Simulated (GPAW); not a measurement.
# Si (I4/mmm) in GPAW: convergence with k mesh

Aim: find how far k mesh must go before the results for Si settle, at PBEsol. This setting moves, with any that are tied to it; all else stays.

Everything below comes from runs of GPAW 26.7.0. Logs are shortened: lines on timing, memory, paths and dates and some standing lists are left out, and cuts for length are marked. The log counts tension as positive stress, the text compression.

## 1. The structure

Symmetry: I4/mmm, No. 139, tetragonal system. The conventional cell has a = 6.651 Å, b = 6.651 Å, c = 3.845 Å, α = 90.00°, β = 90.00°, γ = 90.00°. Around Si (site symmetry m2m) lie 4 Si at 2.34 to 2.38 Å.

This isn't the form of Si at room conditions, which is diamond.

## 2. With k mesh 2 × 2 × 2

The input, run.py:

```python
from ase.dft.bandgap import bandgap
from ase.io import read, write
from ase.units import GPa
from gpaw import GPAW, PW, setup_paths

setup_paths.insert(0, '.')

atoms = read('POSCAR')

calc = GPAW(mode=PW(600),
            xc='PBEsol',
            kpts={'size': (2, 2, 2), 'gamma': True},
            occupations={'name': 'fermi-dirac', 'width': 0.05},
            nbands=18,
            convergence={'density': 1e-05, 'energy': 1e-05},
            maxiter=100,
            txt='gpaw.txt')
atoms.calc = calc
energy = atoms.get_potential_energy()
forces = atoms.get_forces()
stress = atoms.get_stress()
calc.write('gs.gpw')
write('result.traj', atoms)
print(f'Energy: {energy:.6f} eV')
print('Forces (eV/A):')
print(forces.round(4))
print('Stress (GPa):', (stress / GPa).round(3))
print('Fermi level:', round(calc.get_fermi_level(), 4), 'eV')
print(f'Gap: {bandgap(calc)[0]:.4f} eV, direct: {bandgap(calc, direct=True)[0]:.4f} eV')
```

The input, POSCAR:

```
Si
1.0
   -3.3254442900      3.3254442900      1.9223856600
    3.3254442900     -3.3254442900      1.9223856600
    3.3254442900      3.3254442900     -1.9223856600
Si
4
Direct
    0.8211989400      0.1788010600      0.0000000000
    0.1788010600      0.8211989400      0.0000000000
    0.8211989400      0.8211989400      0.6423978800
    0.1788010600      0.1788010600      0.3576021200
```

Potentials or basis: PAW data sets generated in the run's folder for this functional, pw.

Command:

```
$ gpaw-setup -f PBEsol Si
$ OMP_NUM_THREADS=1 python run.py
```

It took 7.1 s on 1 thread of Arm Neoverse V2, shared host; peak memory 0.16 GiB.

Results:

| Property | Result |
| --- | --- |
| Free energy | -21.3850 eV |
| Pressure | 0.9 GPa |
| Largest force | 0.156 eV/Å |
| Band gap on the k mesh | 0.26 eV, direct |

## 3. With k mesh 3 × 3 × 3

run.py: that of step 2 with these lines changed.

```diff
@@ -11,3 +11,3 @@
             xc='PBEsol',
-            kpts={'size': (2, 2, 2), 'gamma': True},
+            kpts={'size': (3, 3, 3), 'gamma': True},
             occupations={'name': 'fermi-dirac', 'width': 0.05},
```

POSCAR is that of step 2.

Potentials or basis: PAW data sets generated in the run's folder for this functional, pw.

Command:

```
$ gpaw-setup -f PBEsol Si
$ OMP_NUM_THREADS=1 python run.py
```

Wall time 9.1 s (1 thread of Arm Neoverse V2, shared host); peak memory 0.17 GiB.

What came out:

```yaml
Free_energy: -22.2430 eV
Pressure: 0.5 GPa
Largest_force: 0.004 eV/Å
Band_gap_on_the_k_mesh: 1.18 eV, indirect (least direct gap 1.26 eV)
```

## 4. With k mesh 4 × 4 × 4

run.py: that of step 3 with these lines changed.

```diff
@@ -11,3 +11,3 @@
             xc='PBEsol',
-            kpts={'size': (3, 3, 3), 'gamma': True},
+            kpts={'size': (4, 4, 4), 'gamma': True},
             occupations={'name': 'fermi-dirac', 'width': 0.05},
```

POSCAR is that of step 3.

Command:

```
$ gpaw-setup -f PBEsol Si
$ OMP_NUM_THREADS=1 python run.py
```

Run time: 15 s. Hardware: 1 thread of Arm Neoverse V2, shared host; peak memory 0.17 GiB.

What came out:

- Free energy: -22.4453 eV
- Pressure: 0.0 GPa
- Largest force: 0.020 eV/Å
- Band gap on the k mesh: 0.16 eV, indirect (least direct gap 0.28 eV)

## 5. With k mesh 5 × 5 × 5

run.py: that of step 4 with these lines changed.

```diff
@@ -11,3 +11,3 @@
             xc='PBEsol',
-            kpts={'size': (4, 4, 4), 'gamma': True},
+            kpts={'size': (5, 5, 5), 'gamma': True},
             occupations={'name': 'fermi-dirac', 'width': 0.05},
```

POSCAR is that of step 4.

Command:

```
$ gpaw-setup -f PBEsol Si
$ OMP_NUM_THREADS=1 python run.py
```

Wall time 20 s (1 thread of Arm Neoverse V2, shared host); peak memory 0.18 GiB.

The run converged. Its results:

```yaml
Free_energy: -22.4955 eV
Pressure: 0.0 GPa
Largest_force: 0.008 eV/Å
Band_gap_on_the_k_mesh: 0.65 eV, indirect (least direct gap 0.74 eV)
```

## 6. With k mesh 6 × 6 × 6

run.py: that of step 5 with these lines changed.

```diff
@@ -11,3 +11,3 @@
             xc='PBEsol',
-            kpts={'size': (5, 5, 5), 'gamma': True},
+            kpts={'size': (6, 6, 6), 'gamma': True},
             occupations={'name': 'fermi-dirac', 'width': 0.05},
```

POSCAR is that of step 5.

Potentials or basis: PAW data sets generated in the run's folder for this functional, pw.

Command:

```
$ gpaw-setup -f PBEsol Si
$ OMP_NUM_THREADS=1 python run.py
```

Wall time 31 s (1 thread of Arm Neoverse V2, shared host); peak memory 0.19 GiB.

Results (log left out):

```yaml
Free_energy: -22.5094 eV
Pressure: -0.1 GPa
Largest_force: 0.009 eV/Å
Band_gap_on_the_k_mesh: 0.16 eV, indirect (least direct gap 0.29 eV)
```

## 7. With k mesh 7 × 7 × 7

run.py: that of step 6 with these lines changed.

```diff
@@ -11,3 +11,3 @@
             xc='PBEsol',
-            kpts={'size': (6, 6, 6), 'gamma': True},
+            kpts={'size': (7, 7, 7), 'gamma': True},
             occupations={'name': 'fermi-dirac', 'width': 0.05},
```

POSCAR is that of step 6.

Command:

```
$ gpaw-setup -f PBEsol Si
$ OMP_NUM_THREADS=1 python run.py
```

Wall time 38 s (1 thread of Arm Neoverse V2, shared host); peak memory 0.21 GiB.

It converged, with:

| Property | Result |
| --- | --- |
| Free energy | -22.5155 eV |
| Pressure | -0.1 GPa |
| Largest force | 0.008 eV/Å |
| Band gap on the k mesh | 0.33 eV, indirect (least direct gap 0.54 eV) |

## 8. With k mesh 9 × 9 × 9

run.py: that of step 7 with these lines changed.

```diff
@@ -11,3 +11,3 @@
             xc='PBEsol',
-            kpts={'size': (7, 7, 7), 'gamma': True},
+            kpts={'size': (9, 9, 9), 'gamma': True},
             occupations={'name': 'fermi-dirac', 'width': 0.05},
```

POSCAR is that of step 7.

Command:

```
$ gpaw-setup -f PBEsol Si
$ OMP_NUM_THREADS=1 python run.py
```

It took 71 s on 1 thread of Arm Neoverse V2, shared host; peak memory 0.26 GiB.

Results (log left out):

| Quantity | Value |
| --- | --- |
| Free energy | -22.5188 eV |
| Pressure | -0.1 GPa |
| Largest force | 0.009 eV/Å |
| Band gap on the k mesh | 0.39 eV, indirect (least direct gap 0.44 eV) |

## 9. With k mesh 11 × 11 × 11

run.py: that of step 8 with these lines changed.

```diff
@@ -11,3 +11,3 @@
             xc='PBEsol',
-            kpts={'size': (9, 9, 9), 'gamma': True},
+            kpts={'size': (11, 11, 11), 'gamma': True},
             occupations={'name': 'fermi-dirac', 'width': 0.05},
```

POSCAR is that of step 8.

Potentials or basis: PAW data sets generated in the run's folder for this functional, pw.

Command:

```
$ gpaw-setup -f PBEsol Si
$ OMP_NUM_THREADS=1 python run.py
```

gpaw.txt:

```text
__  _  _
 | _ |_)|_||  |
 |__||  | ||/\| - 26.7.0

Input parameters:
  mode=PW(ecut=600.0),
  convergence={'density': 1e-05, 'energy': 1e-05},
  kpts=MonkhorstPack(size=(11, 11, 11), gamma=True),
  maxiter=100,
  nbands=18,
  occupations=Occupations(name='fermi-dirac', width=0.05),
  xc=XC(name='PBEsol')

Diagonalizing LCAO Hamiltonian
Converting LCAO to pw mode

          Si        Si

                 Si

Atoms  # Å, Bohr magnetons
|   | symbol |         x |         y |        z |    initial magnetic moments |
|---|--------|-----------|-----------|----------|-----------------------------|
| 0 |     Si | -2.136258 |  2.136258 | 1.922386 | ( 0.0000,  0.0000,  0.0000) |
| 1 |     Si |  2.136258 | -2.136258 | 1.922386 | ( 0.0000,  0.0000,  0.0000) |
| 2 |     Si |  2.136258 |  2.136258 | 1.922386 | ( 0.0000,  0.0000,  0.0000) |
| 3 |     Si |  1.189186 |  1.189186 | 0.000000 | ( 0.0000,  0.0000,  0.0000) |

Unit cell  # Å
| periodic |         x |         y |         z |  lengths |     angles |
|----------|-----------|-----------|-----------|----------|------------|
|      yes | -3.325444 |  3.325444 |  1.922386 | 5.080623 |  98.231229 |
|      yes |  3.325444 | -3.325444 |  1.922386 | 5.080623 |  98.231229 |
|      yes |  3.325444 |  3.325444 | -1.922386 | 5.080623 | 135.533751 |

Number of symmetries: 16
Symmetry operations  # r_c * U_cc + t_c -> r_c
|    | kind |            matrix            |
|----|------|------------------------------|
|  0 |  σ   |  1, 1, 1,  0, 0,-1,  0,-1, 0 |
|  1 |  C4  |  1, 1, 1,  0, 0,-1, -1, 0, 0 |
|  2 |  E   |  1, 0, 0,  0, 1, 0,  0, 0, 1 |
|  3 |  σ   |  1, 0, 0,  0, 1, 0, -1,-1,-1 |
|  4 |  σ   |  0, 1, 0,  1, 0, 0,  0, 0, 1 |
|  5 |  C2  |  0, 1, 0,  1, 0, 0, -1,-1,-1 |
|  6 |  C2  |  0, 0, 1, -1,-1,-1,  1, 0, 0 |
|  7 |  S4  |  0, 0, 1, -1,-1,-1,  0, 1, 0 |
|  8 |  C4  |  0, 0,-1,  1, 1, 1,  0,-1, 0 |
|  9 |  σ   |  0, 0,-1,  1, 1, 1, -1, 0, 0 |
| 10 |  σ   |  0,-1, 0, -1, 0, 0,  1, 1, 1 |
| 11 |  C2  |  0,-1, 0, -1, 0, 0,  0, 0,-1 |
| 12 |  C2  | -1, 0, 0,  0,-1, 0,  1, 1, 1 |
| 13 |  i   | -1, 0, 0,  0,-1, 0,  0, 0,-1 |
[... 98 lines left out ...]
  ecut: 4800.0  # eV

xc functional:
  name: PBEsol with 2 nearest neighbor stencil

convergence criteria:
- Maximum integral of absolute [dens]ity change: 1e-05 electrons / valence electron
- Maximum [total energy] change in last 3 cyles: 1e-05 eV / valence electron
- Maximum integral of absolute [eigenst]ate change: 4e-08 eV^2 / valence electron
maximum number of iterations: 100

SCF iterations
|iter     | |      energy | eigst |  dens |
|---------|-|-------------|-------|-------|
|iter:   1| |  -22.843489 | -0.04 |       |
|iter:   2| |  -22.809698 | -2.27 | -0.81 |
|iter:   3| |  -22.524707 | -2.11 | -0.83 |
|iter:   4| |  -22.518666 | -3.07 | -1.50 |
|iter:   5| |  -22.519110 | -4.77 | -2.26 |
|iter:   6| |  -22.519207 | -5.75 | -2.74 |
|iter:   7| |  -22.519212c| -7.13 | -3.44 |
|iter:   8| |  -22.519213c| -8.24c| -4.06 |
|iter:   9| |  -22.519213c| -8.49c| -4.91 |
|iter:  10| |  -22.519213c| -9.50c| -5.63c|

Converged in 10 steps
Energy contributions relative to reference atoms: (reference = -31486.786841)

Energy contributions:
  Kinetic:          29.079394
  Coulomb:         -25.752226
  Zero:             -0.045989
  External:          0.000000
  Xc:              -25.800237
  Entropy:          -0.000309
  Spinorbit:         0.000000
  ----------------------------
  Free energy:     -22.519367
  Extrapolated:    -22.519213

dipole moment: (-14.474980, -14.474980, 8.367742)  # |e|*Ang

Fermi level: 4.982
Eigenvalues  # (at kpt = [0.000, 0.000, 0.000])
| band index |      eig [eV] | occ [0-2] |
|------------|---------------|-----------|
|          0 |        -7.161 |     2.000 |
|          1 |        -2.916 |     2.000 |
|          2 |        -0.677 |     2.000 |
|          3 |        -0.677 |     2.000 |
|          4 |         1.113 |     2.000 |
|          5 |         3.417 |     2.000 |
[... 8 lines left out ...]
|         14 |        10.312 |     0.000 |
|         15 |        11.634 |     0.000 |
|        ... |               |           |
|         17 |        15.073 |     0.000 |

Gap: 0.292 eV
Transition (v -> c):
  (s=0, k=70, n=7, [0.45, -0.45, 0.45]) -> (s=0, k=13, n=8, [0.18, 0.18, -0.18])
Direct/indirect transitions are different
Direct gap: 0.395 eV
Transition at: (s=0, k=70, n=7, [0.45, -0.45, 0.45])

Forces  # eV/Ang
|        x |        y |        z |
|----------|----------|----------|
| -0.00653 |  0.00653 | -0.00000 |  # Si   0
|  0.00653 | -0.00653 | -0.00000 |  # Si   1
|  0.00653 |  0.00653 |  0.00000 |  # Si   2
| -0.00653 | -0.00653 |  0.00000 |  # Si   3

Stress tensor  # eV/Ang^3
|         x |         y |         z |
|-----------|-----------|-----------|
|  0.000392 |  0.000000 | -0.000000 |
|  0.000000 |  0.000392 | -0.000000 |
| -0.000000 | -0.000000 |  0.001015 |

# Writing to gs.gpw (mode='')
```

stdout:

```text
Energy: -22.519213 eV
Forces (eV/A):
[[-0.0065  0.0065 -0.    ]
 [ 0.0065 -0.0065 -0.    ]
 [ 0.0065  0.0065  0.    ]
 [-0.0065 -0.0065  0.    ]]
Stress (GPa): [ 0.063  0.063  0.163 -0.    -0.     0.   ]
Fermi level: 4.9821 eV
Gap: 0.2915 eV, direct: 0.3953 eV
```

Wall time 2 min (1 thread of Arm Neoverse V2, shared host); peak memory 0.33 GiB.

What came out:

| Item | Value |
| --- | --- |
| Free energy | -22.5194 eV |
| Pressure | -0.1 GPa |
| Largest force | 0.009 eV/Å |
| Band gap on the k mesh | 0.29 eV, indirect (least direct gap 0.40 eV) |

## 10. The series at a glance

```
      k mesh  energy less the tightest run, at zero smearing (meV/atom)  pressure (GPa)  largest force (eV/Å)  gap on the mesh (eV)  SCF cycles  CPU time (s)  peak memory (GiB)
   2 × 2 × 2                                                     284.66            0.92                 0.156                 0.262          10           7.1               0.16
   3 × 3 × 3                                                      69.06            0.47                 0.004                 1.181          10           9.1               0.17
   4 × 4 × 4                                                      18.85            0.02                 0.020                 0.162          10            15               0.17
   5 × 5 × 5                                                       5.94           -0.03                 0.008                 0.648          10            20               0.18
   6 × 6 × 6                                                       2.56           -0.09                 0.009                 0.164          10            31               0.19
   7 × 7 × 7                                                       0.96           -0.09                 0.008                 0.330          10            38               0.21
   9 × 9 × 9                                                       0.13           -0.09                 0.009                 0.393          10            71               0.26
11 × 11 × 11                                                       0.00           -0.10                 0.009                 0.292          10           120               0.33
```

Against the tightest run, the energy stays within 1 meV/atom from 7 × 7 × 7 on; the pressure stays within 0.1 GPa from 5 × 5 × 5 on; the largest force stays within 0.005 eV/Å from 5 × 5 × 5 on. Not settled before the last step: the gap on the mesh (to 0.01 eV). Meshes of other sizes hit other points, so gaps and Fermi surfaces needn't settle smoothly. The tightest run that finished is the yardstick and may itself not be fully converged.

Caveats: an odd mesh through Γ misses points on the zone boundary, where band edges often lie.
